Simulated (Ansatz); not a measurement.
# Ta12Si: the cost of one run

Computed with Ansatz 0.2.0 (DFT PBE, scalar-relativistic, plane waves, PAW, unless a step's input says otherwise).

6 further runs of the same task are left out: 1 that didn't finish, 5 set aside as unsound or not needed.

### Step 1. The structure to begin with

Symmetry: Fm-3m, No. 225, cubic system. Conventional cell: a = 4.223 Å, b = 4.223 Å, c = 4.223 Å, α = 90.00°, β = 90.00°, γ = 90.00°. Ta (site symmetry m-3m) has 12 Ta at 2.99 Å as nearest neighbours.

Structure file:

```xyz
1
Lattice="0.0000 2.1115 2.1115 2.1115 0.0000 2.1115 2.1115 2.1115 0.0000" Properties=species:S:1:pos:R:3 pbc="T T T"
Ta    0.0000    0.0000    0.0000
```

This cell was relaxed beforehand with the same method: volume 18.83 Å³/atom, gap on the mesh none (metal).

### Step 3. Plan of the scan

Atoms count from 1 in the order of the input.

Si is moved over the surface cell; relaxed at each place: the height of the adsorbate's atoms; substrate rigid; the origin of the map has the adsorbate above Ta9.

The axes are (1) position of Si13 along the first surface vector, from above Ta9: 6 values from 0.000 to 0.833, periodic; (2) position of Si13 along the second surface vector, from above Ta9: 6 values from 0.000 to 0.833, periodic.

Relaxed at each point: the height of the adsorbate's atoms; substrate rigid. Points are written as (first, second).

The two vectors of the plane (Å): (2.986, 0.000, 0.000); (-1.493, 2.586, 0.000).

(The set-up runs are not shown.)

### Step 4. Point (0/6, 0/6) of the map's two axes

Contents of input.yaml:

```yaml
crystal:
  lattice:
    - [5.9723607039, 0.0, 0.0]
    - [-2.986180352, 5.1722160902, 0.0]
    - [0.0, 0.0, 20.3075820824]
  atoms:
    - { symbol: Ta, position: [0.3333333333, 0.1666666667, 0.1969707661] }
    - { symbol: Ta, position: [0.3333333333, 0.6666666667, 0.1969707661] }
    - { symbol: Ta, position: [0.8333333333, 0.1666666667, 0.1969707661] }
    - { symbol: Ta, position: [0.8333333333, 0.6666666667, 0.1969707661] }
    - { symbol: Ta, position: [0.1666666667, 0.3333333333, 0.3153261439] }
    - { symbol: Ta, position: [0.1666666667, 0.8333333333, 0.3153261439] }
    - { symbol: Ta, position: [0.6666666667, 0.3333333333, 0.3153261439] }
    - { symbol: Ta, position: [0.6666666667, 0.8333333333, 0.3153261439] }
    - { symbol: Ta, position: [0.0, 0.0, 0.4337090475] }
    - { symbol: Ta, position: [0.0, 0.5, 0.4337090475] }
    - { symbol: Ta, position: [0.5, 0.0, 0.4337090475] }
    - { symbol: Ta, position: [0.5, 0.5, 0.4337090475] }
    - { symbol: Si, position: [0.0, 0.0, 0.5725734376] }
basis:
  ecutwfc: 420
kpoints:
  mp_grid: { grid: [6, 6, 1] }
hamiltonian:
  xc: pbe
  pseudopotentials: { kind: paw, azcp: { folder: soft_1 } }
scf:
  occupations: { method: gaussian, width: 0.1 }
output:
  forces: true
  eigenvalues: true
relax:
  adjacent_minimum: "off"
  f_tol: 0.025
  max_steps: 16
  constraints:
    - { sites: [0, 1, 2, 3, 4, 5, 6, 7, 8, 9, 10, 11] }
    - { sites: [12], fix: xy }
efield:
  axis: 3
  dipole_correction: true
  ramp_width: 0.04
```

Launch:

```console
$ ansatz run input.yaml --threads 4 --pin off --max-ram 12288MiB --backend cpu --events-out ev --progress --plain --runs-dir out
```

**Question.** How long does this run take on 4 threads of AMD EPYC 7R43 (Zen 3), shared host, and how much memory does it need?

About 51 s, with a peak of 1.6 GiB.
